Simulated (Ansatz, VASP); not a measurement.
## Two plane-wave programs on Si

INCAR

```
SYSTEM = Si
  PREC = Accurate
  ENCUT = 600
  EDIFF = 1E-7
  ISMEAR = 0
  SIGMA = 0.1
  LREAL = .False.
  LASPH = .True.
  NELM = 80
  ALGO = Normal
  ISIF = 3
  LWAVE = .False.
  LCHARG = .False.
  GGA = PE
  IBRION = 2
  NSW = 90
  EDIFFG = -0.04
```

The input KPOINTS:

```
Automatic mesh
0
Gamma
  9 9 4
  0 0 0
```

File POSCAR:

```
Si
1.0
    2.7462603494      0.0000000000      0.0000000000
   -1.3731301747      2.3783312279      0.0000000000
    0.0000000000      0.0000000000      4.4259710465
Si
2
Direct
    0.3333333333      0.6666666667      0.2500000000
    0.6666666667      0.3333333333      0.7500000000
```

Input for Ansatz:

```yaml
crystal:
  lattice:
    - [2.7462603494, 0.0, 0.0]
    - [-1.3731301747, 2.3783312279, 0.0]
    - [0.0, 0.0, 4.4259710465]
  atoms:
    - { symbol: Si, position: [0.3333333333, 0.6666666667, 0.25] }
    - { symbol: Si, position: [0.6666666667, 0.3333333333, 0.75] }
basis:
  ecutwfc: 420
kpoints:
  mp_grid: { grid: [9, 9, 4] }
hamiltonian:
  xc: pbe
scf:
  occupations: { method: gaussian, width: 0.1 }
  lower_state_search: "off"
output:
  forces: true
  stress: true
  eigenvalues: true
relax:
  adjacent_minimum: "off"
  f_tol: 0.04
  max_steps: 70
  cell: { stress_tol: 0.4 }
```

Alike in both runs: task relaxation of cell and atoms; functional PBE; k mesh 9 × 9 × 4; occupations gaussian, width 0.1 eV; no spin polarisation.

|  | VASP | Ansatz |
| --- | --- | --- |
| version | VASP 6.6.1 | Ansatz 0.2.0 |
| potentials or method | VASP PAW PBE potentials, release 64 (Si) | scalar-relativistic, plane waves, PAW |
| plane-wave cutoff (eV) | 600 | 420 |
| valence electrons in the cell | 8 | 8 |

```csv
,VASP,Ansatz,Ansatz less VASP
"gap on the k mesh at the Fermi level, each at its own relaxed structure (eV)",none,none,-
relaxed volume (Å³/atom),14.26,14.27,+0.014
relaxed cell length with the largest relative difference (Å),2.705,2.706,+0.0014
energy change over the relaxation (meV/atom),-14,-14,0.0
```

A gap of «none» marks a metal or a gap that the smearing closes.
